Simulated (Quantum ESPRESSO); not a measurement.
The system is PtS2.

```
CELL_PARAMETERS angstrom
3.54320 0.00000 0.00000
-1.77160 3.06850 0.00000
0.00000 0.00000 5.03880
ATOMIC_POSITIONS crystal
Pt 0.00000 0.00000 0.00000
S 0.66667 0.33333 0.77300
S 0.33333 0.66667 0.22700
```

Base run:

- Program: Quantum ESPRESSO 7.5
- Functional: PBEsol
- Potentials or basis: GBRV 1.5 PBEsol
- Cutoff: 612 eV
- Density cutoff: 4898 eV
- k mesh: 8 × 8 × 4
- Occupations: fermi-dirac, width 0.05 eV
- Spin: no spin polarisation

Its results: band gap on the k mesh 0.83 eV, indirect (least direct gap 0.88 eV); pressure 6.0 GPa; largest force 0.936 eV/Å; electronic dielectric tensor (diagonal) 19.21, 19.21, 11.90.

Task: After a change of settings the same cell gave: band gap on the k mesh 0.71 eV, indirect (least direct gap 1.12 eV); pressure 6.0 GPa; largest force 0.940 eV/Å; electronic dielectric tensor (diagonal) 19.29, 19.29, 9.93. Which change was it?
A. k mesh from 8 × 8 × 4 to 10 × 10 × 6
B. k mesh from 8 × 8 × 4 to 4 × 4 × 2
C. k mesh from 8 × 8 × 4 to 6 × 6 × 4

Result: A.

Caveats: the cell is more than 3 GPa from zero pressure, which shifts response properties; on a mesh that holds Γ this program's dielectric tensor can be off by some percent beyond the error of the mesh; spin-orbit coupling is left out, which moves the levels of the heavy elements.
